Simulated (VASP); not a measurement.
Input of a VASP 6.6.1 run:

The input INCAR:

```
PREC     = Accurate       # precision mode
ENCUT    = 520            # plane-wave cutoff, eV
EDIFF    = 1E-7           # SCF threshold, eV
ISMEAR   = 0              # smearing method
SIGMA    = 0.03           # smearing width, eV
LREAL    = False          # projectors in reciprocal space
LASPH    = True           # aspherical terms in the spheres
NELM     = 80             # most SCF steps
ALGO     = Normal         # electronic algorithm
ISIF     = 2              # what is computed and relaxed
LWAVE    = False          # write WAVECAR
LCHARG   = False          # write CHGCAR
NBANDS   = 50             # bands
KPAR     = 2
```

KPOINTS

```
regular mesh
0
Gamma
  4 8 6
```

The input POSCAR:

```
SnS                                     
1.0
   11.1022354472      0.0000000000      0.0000000000
    0.0000000000      3.9856078082     -0.0000000000
    0.0000000000      0.0000000000      4.2298583235
  Sn              S             
     4     4
Direct
     0.1185163126585520    0.2500000000000000    0.1099910988655009
     0.3814836873414479    0.7500000000000000    0.6099910988655010
     0.6185163126585520    0.2500000000000000    0.3900089011344991
     0.8814836873414480    0.7500000000000000    0.8900089011344990
     0.8532534970086473    0.2500000000000000    0.4743740982827416
     0.6467465029913527    0.7500000000000000    0.9743740982827416
     0.3532534970086472    0.2500000000000000    0.0256259017172584
     0.1467465029913527    0.7500000000000000    0.5256259017172584
```

File KPOINTS_OPT:

```
explicit points
198
Reciprocal
 0.0000000000  0.0000000000  0.0000000000 1
 0.0000000000  0.0555555556  0.0000000000 1
 0.0000000000  0.1111111111  0.0000000000 1
 0.0000000000  0.1666666667  0.0000000000 1
 0.0000000000  0.2222222222  0.0000000000 1
 0.0000000000  0.2777777778  0.0000000000 1
[... 190 lines left out ...]
 0.0000000000  0.5000000000  0.0241422100 1
 0.0000000000  0.5000000000 -0.0241422100 1
```

Potentials or basis: VASP PAW LDA potentials, release 64 (Sn_d, S).

The run is started by

```sh
$ cat potpaw_LDA.64/Sn_d/POTCAR potpaw_LDA.64/S/POTCAR > POTCAR
$ mpirun -np 2 vasp_std > vasp.out
```

Task: Estimate the band gap on the k mesh.

Result: 0.73 eV, indirect (least direct gap 1.07 eV).

Task: Predict the band gap along the path.

Result: 0.61 eV, indirect (least direct gap 0.77 eV).

Forces in eV/Å, atoms in the order of the input:
```
Sn   0.073  0.000  0.058
Sn  -0.073  0.000  0.058
Sn   0.073  0.000 -0.058
Sn  -0.073  0.000 -0.058
S   -0.041  0.000  0.050
S    0.041  0.000  0.050
S   -0.041  0.000 -0.050
S    0.041  0.000 -0.050
```

Caveat: spin-orbit coupling is left out, which moves the levels of the heavy elements; the mesh misses the band edges, which the band path finds closer together.

**Measured values to compare with.**

“Linear dichroism of the optical properties of SnS and SnSe van der Waals crystals”, 2024, arxiv:2409.17412 reports, for a bulk crystal of SnS at 300 K: band gap 1.09 eV (indirect).

Measured gap of SnS: 1.09 eV (indirect; 300 K; “Linear dichroism of the optical properties of SnS and SnSe van der Waals crystals”, 2024, arxiv:2409.17412). This calculation gives 0.61 eV (-0.48 eV). 2 values of this kind are on record (1.09 to 1.16 eV); this one was drawn at random. Spin-orbit coupling on Sn is left out. The value is that of LDA, without temperature or zero-point motion. Semilocal functionals fall short of measured gaps as a rule.
